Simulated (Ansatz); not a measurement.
**Vanadium, dhcp under RPBE: from relaxation to bulk modulus**

What does RPBE give for vanadium in the dhcp structure? We relax it, solve it on a dense k-mesh, then scale the cell to 7 volumes from 88 to 112 % of the relaxed one and try a fit of the equation of state. Spin polarisation is left out. The k-meshes are 13×13×4 for the relaxation; 18×18×5 for the dense run; 15×15×4 for the volumes.

Program: Ansatz 0.2.0. Level of theory: DFT RPBE, plane waves (420 eV) with PAW, scalar-relativistic; PAW files made under PBE, frozen cores solved again for the functional. These are calculated values, not measurements.

## 1. The structure to begin with

Symmetry: P6_3/mmc, No. 194, hexagonal system. Conventional cell: a = 2.694 Å, b = 2.694 Å, c = 8.799 Å, α = 90.00°, β = 90.00°, γ = 120.00°. V (site symmetry -3m) has 12 V at 2.69 Å as nearest neighbours. V (site symmetry -6m2) has 12 V at 2.69 Å as nearest neighbours.

Coordinates:

```
V
1.0
     2.69407    0.00000    0.00000
    -1.34704    2.33314    0.00000
     0.00000    0.00000    8.79885
V
4
Direct
  0.00000 0.00000 0.00000
  0.00000 0.00000 0.50000
  0.33333 0.66667 0.25000
  0.66667 0.33333 0.75000
```

## 2. Relaxation of the cell

File input.yaml:

```yaml
crystal:
  lattice:
    - [2.6940739632, 0.0, 0.0]
    - [-1.3470369816, 2.3331364918, 0.0]
    - [0.0, 0.0, 8.7988455638]
  atoms:
    - { symbol: V, position: [0.0, 0.0, 0.0] }
    - { symbol: V, position: [0.0, 0.0, 0.5] }
    - { symbol: V, position: [0.3333333333, 0.6666666667, 0.25] }
    - { symbol: V, position: [0.6666666667, 0.3333333333, 0.75] }
hamiltonian:
  xc: rpbe
  pseudopotentials:
    kind: paw
    azcp:
      V: "pseudopotentials/V.paw.azcp"
basis:
  ecutwfc: 420
  fft_grid_basis: typed
kpoints:
  mp_grid: { grid: [13, 13, 4], shift: [0, 0, 0] }
magnetization:
  spin_polarized: false
scf:
  occupations: { method: fermi_dirac, width: 0.1 }
relax:
  max_steps: 60
  f_tol: 0.01
  cell: {}
output:
  write_density: true
  write_potential: true
  elf: true
  volumetric_format: npy
```

Launch:

```bash
ansatz run input.yaml --threads 2 --pin off --max-ram 5120MiB --backend cpu --events-out ev --progress --plain --runs-dir out
```

The runs that follow: The energy on a finer k-mesh; Volume × 0.88; Volume × 0.92; Volume × 0.96; Volume × 1.0; Volume × 1.04; Volume × 1.08; Volume × 1.12.

**Question.** What will these runs give? Wanted: space group; conventional cell; volume; shortest distance; gap on the mesh; relative to bcc; V₀, B₀, B₀′.

**Answer**, as computed:

| quantity | value |
| --- | --- |
| space group (spins left aside) | P6_3/mmc (No. 194) |
| conventional cell | a = 2.658 Å, c = 9.293 Å (c/a = 3.496) |
| volume | 14.213 Å³/atom |
| shortest distance | 2.658 Å |
| gap on the mesh | none (levels filled in part) |
| relative to bcc | +227 meV/atom |
| V₀, B₀, B₀′ | 14.182 Å³/atom, 165 GPa, 3.9 |

What this shows: From the guessed start the volume grew by 2.8 % in 9 steps. Against the reference form of vanadium (bcc, computed apart with the same settings) it stands 227 meV/atom higher. No gap shows: it is a metal or semimetal at this level. The fitted modulus is 165 GPa; letting shape and positions relax at each volume could only lower it. The symmetry was held, so the structure may be unstable against distortions that break it.
